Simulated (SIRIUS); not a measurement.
The system is CuI (Marshite).

```
I Cu
1.0
     0.00000    3.03150    3.03150
     3.03150    0.00000    3.03150
     3.03150    3.03150    0.00000
I Cu
1 1
Direct
  0.00000 0.00000 0.00000
  0.75000 0.75000 0.75000
```

Base run:

```yaml
Program: SIRIUS 7.12.0
Functional: LDA
Potentials_or_basis: PseudoDojo 0.4.1 PBE standard (scalar relativistic)
Cutoff: 1254 eV
Density_cutoff: 5016 eV
k_mesh: 8 × 8 × 8
Occupations: fermi-dirac, width 0.05 eV
Spin: no spin polarisation
Hubbard_terms: Cu d U = 4 eV
```

Its results: band gap on the k mesh 1.53 eV; pressure -3.9 GPa.

After a change of settings the same cell gave: band gap on the k mesh 1.77 eV; pressure -3.6 GPa. Which change was it?
A. hubbard terms from Cu d U = 4 eV to Cu d U = 6 eV
B. hubbard terms from Cu d U = 4 eV to none; hubbard projectors from orthogonalised atomic orbitals to none; start of the occupations from the program's own to none
C. hubbard terms from Cu d U = 4 eV to Cu d U = 8 eV

A.

Caveats: the potentials were made for another functional, which shifts forces and pressure; spin-orbit coupling is left out, which moves the levels of the heavy elements.
